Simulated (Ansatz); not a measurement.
## Y2CO2 MXene monolayer in a perpendicular field

Wanted: the out-of-plane response of the Y2CO2 MXene monolayer. A positive field points along +c.

Method: plane-wave DFT, PBE-D3(BJ), Ansatz PAW (set soft_1); PAW set soft_1, in Ansatz 0.2.0.

### 1. The starting structure

The cell holds 5 atoms: 2 O, 2 Y and 1 C. Cell: a = 3.478 Å, b = 3.478 Å, c = 41.563 Å, α = 90.0°, β = 90.0°, γ = 120.0°. Vacuum lies along c.

### 2. Relaxing the slab

The starting cell is a guess, so the in-plane lattice and the atoms are relaxed first, with the slab cut off from its images along the normal.

input.yaml

```yaml
crystal:
  lattice:
    - [3.47776, 0.0, 0.0]
    - [-1.73888, 3.0118285083, 0.0]
    - [0.0, 0.0, 41.5626329528]
  atoms:
    - { symbol: O, position: [0.3333333333, 0.6666666667, 0.4366903324] }
    - { symbol: "Y", position: [0.6666666667, 0.3333333333, 0.4669840108] }
    - { symbol: C, position: [0.0, 0.0, 0.5] }
    - { symbol: "Y", position: [0.3333333333, 0.6666666667, 0.5330159892] }
    - { symbol: O, position: [0.6666666667, 0.3333333333, 0.5633096676] }
  periodic: [true, true, false]
kpoints:
  mp_grid: { grid: [12, 12, 1] }
hamiltonian:
  xc: pbe
  dispersion: d3bj
  pseudopotentials: { kind: paw, azcp: { folder: soft_1 } }
scf:
  occupations: { method: fermi_dirac, width: 0.05 }
  convergence: { dr2_threshold: 1.0e-09 }
relax:
  f_tol: 0.004
  max_steps: 90
  cell: {}
output:
  write_potential: true
  write_density: true
  volumetric_format: npy
```

The run is started by

```
ansatz run input.yaml --threads 2 --pin off --max-ram 3072MiB --backend cpu --events-out ev --progress --plain --runs-dir out
```

The log of the run:

```text
Warning: relax.cell: scf.convergence.dr2_threshold = 1e-9 eV is looser than the 2.14640209755e-10 eV advised for a relaxation that steers and ends on the stress (1e-10 eV for each atom of the cell: 5, times the square of relax.cell.stress_2d_tol = 0.05 N/m over 15.3 Å (the atoms' height at the walk's start and 5 Å past either face), 3.276e-2 GPa, over a crystal's default 0.05). What an SCF threshold leaves in a stress goes as its square root, and in the free energy as the threshold itself, and one threshold admits the most on a small cell: [figures from the program's tests cut] Set scf.convergence.dr2_threshold to 2.14640209755e-10 eV or tighter. [rest of the remark cut]
Engine: ansatz 0.2.0, x86_64-unknown-linux-gnu
Pseudopotentials: kind: paw
Pseudopotential: O, paw, valence charge 6, recommended cutoff 420 eV (normal), soft_1/O.paw.azcp
Pseudopotential: Y, paw, valence charge 11, recommended cutoff 420 eV (normal), soft_1/Y.paw.azcp
Pseudopotential: C, paw, valence charge 4, recommended cutoff 420 eV (normal), soft_1/C.paw.azcp
Functional definition: PBE
  parameter kappa = 0.804
  parameter beta = 0.066725
  exchange = pbe_x(kappa = kappa, mu = beta*pi^2/3)
  correlation = pbe_c(beta = beta)
Crystal: 5 atoms, lattice volume = 435.344 Å³
Basis set: ecut = 420 eV, 8485 PW (Γ), exchange–correlation on 48×48×576 points (8 copies of the dense FFT grid, shifted against one another)
Bands: 24, of which v1, the nominal top of the filled ones, is band 19 counted from 1 (18 counted from 0)
Symmetry: 12 space group operations
Space group: P-3m1 (ITA 164), of the structure as read, at distance tolerance 7.6e-5 Å
k-points: 19 of 144
Non-local potential: O, projectors of the file, l = 0: 2, l = 1: 2, l = 2: 1
Non-local potential: Y, projectors of the file, l = 0: 3, l = 1: 2, l = 2: 2, l = 3: 1
Non-local potential: C, projectors of the file, l = 0: 2, l = 1: 2, l = 2: 1
PAW form: soft (Blöchl's): semilocal exchange-correlation on the pseudo side does not see the compensation charge
PAW one-centre angular grid: O, 110 points (default); XC on 64 Gauss nodes
PAW one-centre angular grid: Y, 590 points (default); XC on 64 Gauss nodes
PAW one-centre angular grid: C, 110 points (default); XC on 64 Gauss nodes
Initial density: superposition of atomic densities (neutral atoms: chi_scale 0, normalization atom)
Initial wavefunctions: pseudopotential atomic-orbital guess
Functional: x = pbe(κ = 0.804, μ = 0.219515), c = pbe(β = 0.066725)
SCF iter   1: F=—  HF=-9088.387409 eV  |F-HF|=—  |Δ(HF+E_count)|=         —  Δρ=4.73e-2  dr2=1.27e1  ethr=3.10e-3  ⟨swp⟩=11.0  Hψ=3361  notcnv=0
preconditioner: auto → LDOS  [metal: Δε(μ)=0.021 eV  Ē_g=14.536 eV  σ=0.050 eV  W_gap=0.10  n_scr=24 (ndim 8)  ℏωp=10.4 eV  f_vac=0.786  D(μ)=9.85/eV (n_scr^D=26)  β→1.0]
SCF iter   2: F=—  HF=-9085.464151 eV  |F-HF|=—  |Δ(HF+E_count)|=    2.92e0  Δρ=2.34e-2  dr2=2.85e0  ethr=3.10e-3  ⟨swp⟩=5.0  Hψ=1394  notcnv=0
SCF iter   3: F=—  HF=-9085.386180 eV  |F-HF|=—  |Δ(HF+E_count)|=   7.80e-2  Δρ=1.33e-2  dr2=9.73e-1  ethr=3.10e-3  ⟨swp⟩=3.9  Hψ=1024  notcnv=0
SCF iter   4: F=—  HF=-9085.244801 eV  |F-HF|=—  |Δ(HF+E_count)|=   1.41e-1  Δρ=6.56e-3  dr2=2.29e-1  ethr=2.56e-3  ⟨swp⟩=4.0  Hψ=1166  notcnv=0
SCF iter   5: F=—  HF=-9085.256414 eV  |F-HF|=—  |Δ(HF+E_count)|=   1.16e-2  Δρ=3.60e-3  dr2=1.46e-1  ethr=6.02e-4  ⟨swp⟩=4.3  Hψ=1237  notcnv=0
SCF iter   6: F=—  HF=-9085.249080 eV  |F-HF|=—  |Δ(HF+E_count)|=   7.33e-3  Δρ=2.10e-3  dr2=5.84e-2  ethr=3.86e-4  ⟨swp⟩=2.2  Hψ=517  notcnv=0
SCF iter   7: F=—  HF=-9085.246396 eV  |F-HF|=—  |Δ(HF+E_count)|=   2.68e-3  Δρ=3.18e-4  dr2=1.88e-3  ethr=1.54e-4  ⟨swp⟩=2.6  Hψ=766  notcnv=0
SCF iter   8: F=—  HF=-9085.246457 eV  |F-HF|=—  |Δ(HF+E_count)|=   6.05e-5  Δρ=2.00e-4  dr2=2.95e-4  ethr=4.95e-6  ⟨swp⟩=3.4  Hψ=1051  notcnv=0
SCF iter   9: F=—  HF=-9085.246447 eV  |F-HF|=—  |Δ(HF+E_count)|=   9.58e-6  Δρ=4.39e-5  dr2=1.00e-5  ethr=7.77e-7  ⟨swp⟩=3.1  Hψ=965  notcnv=0
SCF iter  10: F=—  HF=-9085.246472 eV  |F-HF|=—  |Δ(HF+E_count)|=   2.46e-5  Δρ=7.09e-6  dr2=1.88e-7  ethr=2.63e-8  ⟨swp⟩=3.7  Hψ=1180  notcnv=0
SCF iter  11: F=—  HF=-9085.246629 eV  |F-HF|=—  |Δ(HF+E_count)|=   1.58e-4  Δρ=1.58e-6  dr2=1.34e-8  ethr=4.96e-10  ⟨swp⟩=3.8  Hψ=1068  notcnv=0
SCF iter  12: F=—  HF=-9085.246629 eV  |F-HF|=—  |Δ(HF+E_count)|=   4.12e-8  Δρ=7.07e-7  dr2=2.27e-9  ethr=3.53e-11  ⟨swp⟩=3.2  Hψ=1065  notcnv=0
SCF iter  13: F=-9085.246629 eV  HF=-9085.246629 eV  |F-HF|=3.73e-9  |Δ(HF+E_count)|=   2.23e-8  Δρ=1.92e-7  dr2=2.37e-10  ethr=2.63e-12  ⟨swp⟩=11.5  Hψ=3735  notcnv=0
SCF 1 converged in 13 iterations: F = -9085.246629 eV  dr2 = 2.37e-10
  greatest PAW one-centre occupation: 0.993 electrons in one spin orbital (limit 2), on the Y atom at site 3 (counted from 0), in its partial waves of l = 0
relax step   1: F+E_penalty+E_count = -9085.24662929 eV  Δ(F+E_penalty+E_count) = +0.000e0 eV  max|allowed force component| = 5.217e0 eV/Å  Δτ_max = 0.0000 Å  P = +2.026 N/m  Ω = 435.344 Å³  fix = [c, alpha, beta]  reactions: c +0.000 N/m  (13 SCF iters, accepted)
Crystal: 5 atoms, lattice volume = 437.594 Å³
Basis set: ecut = 420 eV, 8533 PW (Γ), exchange–correlation on 48×48×576 points (8 copies of the dense FFT grid, shifted against one another)
Initial density: handed on by an earlier stage of this run
Initial wavefunctions: those handed on with the density
SCF iter   1: F=—  HF=-9087.833815 eV  |F-HF|=—  |Δ(HF+E_count)|=         —  Δρ=2.51e-2  dr2=4.39e0  ethr=3.10e-3  ⟨swp⟩=19.3  Hψ=3733  notcnv=0
preconditioner: auto → LDOS  [metal: Δε(μ)=0.025 eV  Ē_g=14.957 eV  σ=0.050 eV  W_gap=0.12  n_scr=24 (ndim 8)  ℏωp=10.4 eV  f_vac=0.794  D(μ)=4.79/eV (n_scr^D=18)  β→1.0]
SCF iter   2: F=—  HF=-9087.273892 eV  |F-HF|=—  |Δ(HF+E_count)|=   5.60e-1  Δρ=1.44e-2  dr2=7.53e-1  ethr=3.10e-3  ⟨swp⟩=3.6  Hψ=1063  notcnv=0
SCF iter   3: F=—  HF=-9087.211171 eV  |F-HF|=—  |Δ(HF+E_count)|=   6.27e-2  Δρ=7.58e-3  dr2=6.30e-1  ethr=1.98e-3  ⟨swp⟩=2.8  Hψ=937  notcnv=0
SCF iter   4: F=—  HF=-9087.132919 eV  |F-HF|=—  |Δ(HF+E_count)|=   7.83e-2  Δρ=2.63e-3  dr2=2.90e-2  ethr=1.66e-3  ⟨swp⟩=2.6  Hψ=638  notcnv=0
SCF iter   5: F=—  HF=-9087.137900 eV  |F-HF|=—  |Δ(HF+E_count)|=   4.98e-3  Δρ=9.73e-4  dr2=4.41e-3  ethr=7.62e-5  ⟨swp⟩=3.2  Hψ=1077  notcnv=0
SCF iter   6: F=—  HF=-9087.138519 eV  |F-HF|=—  |Δ(HF+E_count)|=   6.19e-4  Δρ=4.26e-4  dr2=1.05e-3  ethr=1.16e-5  ⟨swp⟩=3.1  Hψ=871  notcnv=0
SCF iter   7: F=—  HF=-9087.138868 eV  |F-HF|=—  |Δ(HF+E_count)|=   3.49e-4  Δρ=1.08e-4  dr2=4.96e-5  ethr=2.77e-6  ⟨swp⟩=2.9  Hψ=765  notcnv=0
[...]
SCF iter   9: F=—  HF=-9087.501896 eV  |F-HF|=—  |Δ(HF+E_count)|=   1.56e-4  Δρ=5.46e-6  dr2=9.71e-8  ethr=3.24e-9  ⟨swp⟩=2.8  Hψ=900  notcnv=0
SCF iter  10: F=—  HF=-9087.501898 eV  |F-HF|=—  |Δ(HF+E_count)|=   1.10e-6  Δρ=1.52e-6  dr2=4.73e-9  ethr=2.55e-10  ⟨swp⟩=2.9  Hψ=958  notcnv=0
SCF iter  11: F=-9087.501898 eV  HF=-9087.501898 eV  |F-HF|=4.02e-8  |Δ(HF+E_count)|=   1.78e-7  Δρ=4.47e-7  dr2=6.15e-10  ethr=2.63e-12  ⟨swp⟩=11.9  Hψ=3836  notcnv=0
SCF 3 converged in 11 iterations: F = -9087.501898 eV  dr2 = 6.15e-10
relax step   3: F+E_penalty+E_count = -9087.50189776 eV  Δ(F+E_penalty+E_count) = -3.628e-1 eV  max|allowed force component| = 6.460e-1 eV/Å  Δτ_max = 0.1429 Å  P = +4.302 N/m  Ω = 439.740 Å³  energy of the carried Pulay correction = -1.033e-3 eV  fix = [c, alpha, beta]  reactions: c +0.000 N/m  (11 SCF iters, accepted)
[...]
relax step   4: F+E_penalty+E_count = -9087.58379924 eV  Δ(F+E_penalty+E_count) = -8.190e-2 eV  max|allowed force component| = 9.529e-2 eV/Å  Δτ_max = 0.1274 Å  P = -0.031 N/m  Ω = 443.791 Å³  energy of the carried Pulay correction = -1.977e-3 eV  fix = [c, alpha, beta]  reactions: c -0.000 N/m  (11 SCF iters, accepted)
[...]
relax step   5: F+E_penalty+E_count = -9087.58475290 eV  Δ(F+E_penalty+E_count) = -9.537e-4 eV  max|allowed force component| = 1.413e-2 eV/Å  Δτ_max = 0.0109 Å  P = +0.032 N/m  Ω = 443.699 Å³  energy of the carried Pulay correction = -1.956e-3 eV  fix = [c, alpha, beta]  reactions: c +0.000 N/m  (9 SCF iters, accepted)
[...]
relax step   6: F+E_penalty+E_count = -9087.58475169 eV  Δ(F+E_penalty+E_count) = +1.207e-6 eV  max|allowed force component| = 2.860e-4 eV/Å  Δτ_max = 0.0020 Å  P = +0.003 N/m  Ω = 443.821 Å³  energy of the carried Pulay correction = -1.984e-3 eV  fix = [c, alpha, beta]  reactions: c +0.000 N/m  (7 SCF iters, accepted)
[...]
relax step   7: F+E_penalty+E_count = -9087.58700229 eV  Δ(F+E_penalty+E_count) = -2.251e-3 eV  max|allowed force component| = 3.211e-4 eV/Å  Δτ_max = 0.0000 Å  P = +0.051 N/m  Ω = 443.821 Å³  fix = [c, alpha, beta]  reactions: c +0.000 N/m  stress off target by 5.09e-2 N/m on what of the cell is left free  SCF on the basis re-selected at this cell (its energy is not comparable with the rows above)  (6 SCF iters)
[...]
relax step   8: F+E_penalty+E_count = -9087.58696222 eV  Δ(F+E_penalty+E_count) = +4.007e-5 eV  max|allowed force component| = 3.394e-4 eV/Å  Δτ_max = 0.0008 Å  P = +0.002 N/m  Ω = 444.026 Å³  energy of the carried Pulay correction = -4.780e-5 eV  fix = [c, alpha, beta]  reactions: c +0.000 N/m  (7 SCF iters, accepted)
iter 1 solved again at ethr=2.64e-7 eV; its pass at ethr=3.10e-3 eV (dr2=1.00e-4 eV) is discarded
SCF iter   1: F=—  HF=-9087.586793 eV  |F-HF|=—  |Δ(HF+E_count)|=         —  Δρ=2.30e-6  dr2=1.14e-8  ethr=2.64e-7  ⟨swp⟩=5.1  Hψ=5084  notcnv=0
eigensolver tolerance schedule: the retry pair's looser diagonalisation over-reported the residual by 8795.24 of it (diagonalisation noise at 3.00 of the residual, at the tolerance the schedule requests for it); recorded, not acted on — ethr = c·dr2/N_el stays at c = 1.0e-1
preconditioner: auto → LDOS  [metal: Δε(μ)=0.007 eV  Ē_g=14.757 eV  σ=0.050 eV  W_gap=0.04  n_scr=22 (ndim 8)  ℏωp=10.3 eV  f_vac=0.798  D(μ)=4.51/eV (n_scr^D=16)  β→1.0]
SCF iter   2: F=—  HF=-9087.587007 eV  |F-HF|=—  |Δ(HF+E_count)|=   2.13e-4  Δρ=2.40e-6  dr2=1.54e-8  ethr=3.00e-11  ⟨swp⟩=5.8  Hψ=1821  notcnv=0
SCF iter   3: F=—  HF=-9087.587007 eV  |F-HF|=—  |Δ(HF+E_count)|=   1.64e-8  Δρ=7.60e-7  dr2=1.80e-9  ethr=3.00e-11  ⟨swp⟩=2.5  Hψ=733  notcnv=0
SCF iter   4: F=-9087.587007 eV  HF=-9087.587007 eV  |F-HF|=9.79e-10  |Δ(HF+E_count)|=   7.68e-9  Δρ=2.43e-7  dr2=2.40e-10  ethr=2.63e-12  ⟨swp⟩=18.1  Hψ=4129  notcnv=0
SCF 9 converged in 4 iterations: F = -9087.587007 eV  dr2 = 2.40e-10
relax step   9: F+E_penalty+E_count = -9087.58700688 eV  Δ(F+E_penalty+E_count) = -4.465e-5 eV  max|allowed force component| = 3.472e-4 eV/Å  Δτ_max = 0.0000 Å  P = +0.003 N/m  Ω = 444.026 Å³  fix = [c, alpha, beta]  reactions: c +0.000 N/m  stress off target by 2.66e-3 N/m on what of the cell is left free  SCF on the basis re-selected at this cell (its energy is not comparable with the rows above)  (4 SCF iters)
basis re-selected at this cell: Δ(F+E_penalty+E_count) = -4.465e-5 eV, ΔP = +0.000 N/m vs the last step (what re-selecting the basis moved, of the pressure what is left beyond the Pulay correction that the steps carried, after the strain that the cell walked since its last selection, with what the two solves' SCF thresholds leave and, on support functions, any second-order correction that the steps lacked; it is no m [...]
WARN: The input density's exchange-correlation potential varies sharply where the density is thin. Do not read a vacuum level from v_tot or v_xc, or from such a field of the output density. On a cell that repeats whose density bears no net charge and no dipole along the vacuum's axis use v_es (v_loc + v_h of the components); under efield.dipole_correction with no amplitude use v_es + v_field, which holds any external [...]
SCF converged after 4 iterations
Free energy (F): -9087.587007 eV
Harris-Foulkes:  -9087.587007 eV  (|F-HF|=9.79e-10)
Internal energy: -9087.551700 eV  (E = F + TS)
E sigma→0 (E₀):  -9087.569353 eV
Entropy (-TS):   -0.035307 eV (-7.061 meV/atom)
Fermi energy:    -5.766636 eV
--- Per-component energies (eV) ---
  E_band       = -743.814759
  E_kinetic    = 1052.788913
  E_local      = -100814.988028  (includes V_loc(G=0)·N_el)
  E_nonlocal   = 181.008713
  E_hartree    = 49829.426235
  E_xc         = -549.140333
  E_vxc        = -653.608991  (∫ρ·V_xc dr)
  E_paw        = -6054.762730  (= ΣΔE_a)
  E_vpaw       = -167.868936  (= ΣTr[D̂ρ^β])
  E_aug_tail   = 0.001588  (compensation charges beyond the density's cutoff)
  E_ewald      = 47268.894090
  E_disp       = -0.780147  (pairwise vdW)
  E_smearing   = -0.035307  (= −TS)
  E_closure    = -0.000000  (closes the sum)
  Σ components = -9087.587007   (vs F -9087.587007, Δ=0.00e0)
--- Forces (eV/Å), atoms counted from 1 ---
  atom   1  O      0.00000000    -0.00000000    -0.00034718
  atom   2  Y      0.00000000     0.00000000     0.00018366
  atom   3  C      0.00000000     0.00000000     0.00000000
  atom   4  Y      0.00000000    -0.00000000    -0.00018366
  atom   5  O      0.00000000     0.00000000     0.00034718
  max |Σ_I F_I| component: 5.42e-20 eV/Å
--- 2D stress c σ (N/m, compression-positive) ---
        0.002655       0.000000      -0.000000
        0.000000       0.002655      -0.000000
       -0.000000      -0.000000       0.000000
  P = ½ c Tr σ = 0.0027 N/m
--- Band table (eV; the first three rows and the last of 19) ---
  k-point 0: bands = [... 15 lower, -8.7167, -8.2314, -6.0721, -4.5885, -4.5885, -1.3987, -1.1480, -0.8864, ... 1 higher]
  k-point 1: bands = [... 15 lower, -8.5299, -8.1942, -5.9610, -4.9314, -4.6922, -1.3659, -1.0654, -0.8525, ... 1 higher]
  k-point 2: bands = [... 15 lower, -8.3471, -8.0865, -5.7706, -5.6716, -4.9317, -1.4895, -0.8409, -0.7073, ... 1 higher]
  k-point 18: bands = [... 15 lower, -7.8961, -7.8961, -6.5150, -6.5150, -6.5120, -1.6910, -0.8135, -0.3028, ... 1 higher]
  the weakly bound empty levels are not read free of the cell's end (no_gap_told)
--- Relaxed structure (7 steps of the walk, 7 accepted, 2 SCFs on fresh bases) ---
  F+E_penalty+E_count = -9087.58700688 eV   max|allowed force component| = 3.472e-4 eV/Å   (the final SCF, on the basis selected at the relaxed cell)
  cell:  # Å, volume = 444.0263 Å³
    - [3.512267, 0, 0]
    - [-1.756133, 3.041712, 0]
    - [0, 0, 41.5626329528]
  atoms:
    - { symbol: O, position: [0.333333, 0.666667, 0.439405] }
    - { symbol: Y, position: [0.666667, 0.333333, 0.457532] }
    - { symbol: C, position: [0, 0, 0.5] }
    - { symbol: Y, position: [0.333333, 0.666667, 0.542468] }
    - { symbol: O, position: [0.666667, 0.333333, 0.560595] }
```

Wall time 43 s (2 threads of Intel Xeon Platinum 8559C (Emerald Rapids), shared host); peak memory 0.91 GiB.

Step by step:

| step | energy less that of the first step (eV) | largest force component (eV/Å) | volume (Å³) |
| --- | --- | --- | --- |
| 1 | 0.0000 | 5.2167 | 435.34 |
| 2 | -1.8925 | 2.2366 | 437.59 |
| 3 | -2.2553 | 0.6460 | 439.74 |
| 4 | -2.3372 | 0.0953 | 443.79 |
| 5 | -2.3381 | 0.0141 | 443.70 |
| 6 | -2.3381 | 0.0003 | 443.82 |
| 7* | -2.3404 | 0.0003 | 443.82 |
| 8 | -2.3403 | 0.0003 | 444.03 |
| 9* | -2.3404 | 0.0003 | 444.03 |

Relaxation steps marked * repeat the geometry before them on a plane-wave basis chosen anew for their cell, so energy and pressure can jump there.

Forces are held to the 12 operations that the program found; a distortion that breaks them can't arise in this run.

| cell as run | before | after | change |
| --- | --- | --- | --- |
| a (Å) | 3.478 | 3.512 | +1.0 % |
| b (Å) | 3.478 | 3.512 | +1.0 % |

The atoms that moved most (Å, along periodic axes as changes of fractional coordinates times the final cell, across vacuum about the mean position):

| atom | dx | dy | dz | length |
| --- | --- | --- | --- | --- |
| Y2 | 0.000 | 0.000 | -0.393 | 0.393 |
| Y4 | 0.000 | 0.000 | 0.393 | 0.393 |
| O5 | 0.000 | 0.000 | -0.113 | 0.113 |
| O1 | 0.000 | 0.000 | 0.113 | 0.113 |

The relaxed structure:

```xyz
5
Lattice="3.5123 0.0000 0.0000 -1.7561 3.0417 0.0000 0.0000 0.0000 41.5626" Properties=species:S:1:pos:R:3
O     0.0000    2.0278   18.2628
Y     1.7561    1.0139   19.0162
C     0.0000    0.0000   20.7813
Y     0.0000    2.0278   22.5464
O     1.7561    1.0139   23.2998
```

Read from the output:

```
energy at zero smearing : -9087.5694 eV
```

The lattice constant a goes from 3.478 to 3.512 Å.

(Continued in part 2 of 2.)

[Long decimals in the printed logs are rounded to 6 places.]

[Logs are printed without paths, hosts, clocks, repeated set-up lines and the standing remarks that a program may print on its own settings, such as how far it seeks lower states.]

[Hosts, paths, dates, database ids (printed as entryN), source tags and the programs' standing remarks are cut or masked in the printed files.]

[Maps of the electrostatic potential energy from Ansatz leave out the sawtooth potential of an applied field or a dipole correction, so their vacuum need not be flat; planar profiles and work functions include it.]
